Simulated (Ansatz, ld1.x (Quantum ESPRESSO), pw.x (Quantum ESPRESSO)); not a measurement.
Au: one change to the TM potential, in the atom and in the diamond crystal

```
Element                 : Au
Generator               : ld1.x (Quantum ESPRESSO) 7.5
Type                    : norm-conserving Troullier–Martins (Kleinman–Bylander form)
Functional              : PBE
Relativity              : scalar-relativistic
Frozen core             : [Xe] 4f14
Valence charge          : 11
Reference configuration : 5d10 6s1 6p0
Partial waves           : 6s (bound): rc 2.55 bohr; 5d (bound): rc 1.25 bohr; 6p (bound, empty): rc 3.70 bohr
Local potential         : the p channel
Core correction         : a·sin(br)/r model core inside 1.20 bohr
```

Change: wave 6p (bound): rc 3.70 bohr becomes 6p (bound): rc 3.14 bohr.

Cutoffs, loose and tight: the cutoffs (Ry, on a coarse ladder) from which the occupation-weighted sum of valence levels, in a spherical-Bessel basis at the reference potential, stays within 10 and 1 mRy of its value at 400 Ry. They do not see the model core or the augmentation charge, which bear on the density cutoff. Test errors are all-electron minus pseudo excitation energies from the reference, over the configurations 5d10 6s0 6p0; 5d9 6s0 6p0; 5d8 6s0 6p0; 5d10 6s0 6p1; 5d7 6s0 6p0; 5d9 6s2 6p0; 5d9 6s1 6p0; variants that change the core or the reference have their own tests.

Crystal test: diamond Au in pw.x 7.5, no spin, 8³ k-points, Fermi–Dirac smearing 0.01 Ry, cutoffs set for each file from its atomic test. The reference is all-electron LAPW (Ansatz 0.2.0) with the same functional, mesh and smearing; V0 and B0 come from Birch–Murnaghan fits to the pressures at five volumes. Errors are pseudo minus all-electron; Δ is the rms difference of the E(V) curves that follow from these fits, minima aligned, over ±6 % about the mean V0. Mesh and smearing are coarse, so the numbers serve the comparison and aren't converged zero-temperature values; the lattice is a test structure that the element need not adopt.

All-electron: a0 = 6.160 Å (V0 = 29.22 Å³/atom), B0 = 52.6 GPa.

**Question.** Does the change bring the crystal closer to the all-electron result?

**Answer.** The mean pressure error goes from +2.92 to +6.60 GPa, so the change moves the solid further from the all-electron pressures. Neither pressure curve crosses zero within the volumes sampled, so no fits are given.

| quantity | base | changed |
| --- | --- | --- |
| outcome (atom) | generated | generated |
| cutoff, loose (atom) | 60 Ry | 70 Ry |
| cutoff, tight (atom) | 90 Ry | 90 Ry |
| bound ghosts (atom) | none | none |
| largest test error (meV) (atom) | -725 over the solved tests; 2 of 7 tests not solved or not reliable | -684 over the solved tests; 1 of 7 tests not solved or not reliable |
| cutoffs in pw.x (Ry) | 110/440 | 110/440 |
| mean pressure error (GPa) | +2.92 | +6.60 |

Base: The largest radius (3.70 bohr) exceeds half the bond length (2.52 bohr), so the spheres overlap, which is one possible source of error among others. This is a poor potential for the solid. Atomic configuration tests: 2 of 7 tests not solved or not reliable. Changed file: The largest radius (3.14 bohr) exceeds half the bond length (2.52 bohr), so the spheres overlap, which is one possible source of error among others. This is a poor potential for the solid. Atomic configuration tests: 1 of 7 tests not solved or not reliable. The atomic cutoffs weigh occupied waves only.
